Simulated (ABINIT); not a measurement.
Runs of ABINIT 10.8.3 (patched build) on ZnO (zincite). The structure is hexagonal, space group P6_3mc (No. 186). The conventional cell has a = 3.249 Å, b = 3.249 Å, c = 5.206 Å, α = 90.00°, β = 90.00°, γ = 120.00°. Zn (site symmetry 3m) has 4 O at 1.97 to 1.98 Å as nearest neighbours. Around O (site symmetry 3m) lie 4 Zn at 1.97 to 1.98 Å. 

```tsv
task	level	potentials or basis	k mesh	cutoff (eV)	smearing	fine-grid cutoff	stop of the response cycle (tolvrs)	acoustic sum rule (asr)	mesh quality	gap on the mesh (eV)	pressure (GPa)	largest force (eV/Å)
single point	PBE	JTH PAW PBE v2.0	12 × 12 × 6	626	fermi-dirac 0.05 eV	1224.51 eV	-	-	not flagged	0.79	4.4	0.07
dielectric tensor	PBE	PseudoDojo NC SR PBE v0.4.1 standard	6 × 6 × 4, shifted	1034	fixed	-	1e-08	1	coarse	-	-	0.07
single point	r2SCAN	JTH PAW PBE v2.0	5 × 5 × 3	762	fermi-dirac 0.05 eV	1360.57 eV	-	-	coarse	1.21	-	0.07
single point	r2SCAN	Ansatz PAW PBE default generated set, frozen core	7 × 7 × 4	517	fermi-dirac 0.05 eV	1034.03 eV	-	-	not flagged	1.24	-	0.07
band structure	LDA-VWN	JTH PAW LDA v2.0	9 × 9 × 5	626	fermi-dirac 0.05 eV	1224.51 eV	-	-	not flagged	(a)	(b)	0.05
```

Alike in all rows: no spin polarisation; cell as given.

Q: Fill in the values left out.

A: (a) 0.73; (b) -7.8.

Caveats: some runs use coarse meshes; the PAW data sets were made with another functional, which shifts forces and pressure a little (some runs); an odd mesh through Γ misses points on the zone boundary, where band edges often lie (some runs); the atomic spheres overlap (some runs).

Not every run made on this cell is shown here.
